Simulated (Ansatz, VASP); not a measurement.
Given: the input of a run of VASP 6.6.1 on GaN.

INCAR

```
SYSTEM = GaN
AGGAC = 1.0
AGGAX = 1.0
ALDAC = 0.0
ALDAX = 1.0
ALGO = Normal
EDIFF = 1E-7
ENCUT = 520
GGA = B5
ISIF = 2
ISMEAR = -1
IVDW = 12
LASPH = .True.
LCHARG = .False.
LREAL = .False.
LWAVE = .False.
NBANDS = 16
NELM = 100
PREC = Accurate
SIGMA = 0.05
VDW_A1 = 0.4298
VDW_A2 = 4.2359
VDW_S6 = 1.0
VDW_S8 = 2.6996
```

Contents of KPOINTS:

```
k-points
0
Gamma
  10 10 10
  0 0 0
```

POSCAR

```
GaN
1.0
    0.0000000000      2.2831553320      2.2831553320
    2.2831553320      0.0000000000      2.2831553320
    2.2831553320      2.2831553320      0.0000000000
Ga N
1 1
Direct
    0.0000000000      0.0000000000      0.0000000000
    0.2500000000      0.2500000000      0.2500000000
```

Potentials or basis: VASP PAW PBE potentials, release 64 (Ga_d, N).

Launch:

```bash
$ cat potpaw_PBE.64/Ga_d/POTCAR potpaw_PBE.64/N/POTCAR > POTCAR
$ mpirun -np 1 vasp_std > vasp.out
```

Set up the same calculation for Ansatz 0.2.0. Potentials there: Ansatz PAW.

As run (the cutoff follows the program's own potentials):

Contents of input.yaml:

```yaml
crystal:
  lattice:
    - [0.0, 2.283155332, 2.283155332]
    - [2.283155332, 0.0, 2.283155332]
    - [2.283155332, 2.283155332, 0.0]
  atoms:
    - { symbol: Ga, position: [0.0, 0.0, 0.0] }
    - { symbol: "N", position: [0.25, 0.25, 0.25] }
hamiltonian:
  xc: blyp
  pseudopotentials: { kind: paw }
  dispersion: d3bj
kpoints:
  mp_grid: { grid: [10, 10, 10] }
scf:
  occupations: { method: fermi_dirac, width: 0.05 }
output:
  forces: true
  stress: true
  eigenvalues: true
```

Potentials or basis: Ansatz PAW.

The run is started by

```sh
$ ansatz run input.yaml --threads 2 --pin off --max-ram 5120MiB --backend cpu --events-out ev --progress --plain --runs-dir out
```

Both were run:

|  | VASP | Ansatz | Ansatz less VASP |
| --- | --- | --- | --- |
| gap on the k mesh at the Fermi level (eV) | 1.55 | 1.56 | +0.008 |
| least direct gap on the mesh (eV) | 1.55 | 1.56 | +0.008 |
| pressure (GPa) | -3.0 | -4.3 | -1.23 |
| dispersion energy (meV/atom) | -537.6 | -537.7 | -0.05 |

Caveats: the PAW data sets were made with another functional, which shifts forces and pressure a little (VASP); the pressure holds a Pulay correction of +0.6 GPa for the finite cutoff (Ansatz); the PAW data sets come from PBE, with cores solved anew for the run's functional, which leaves a small shift of forces and pressure (Ansatz).
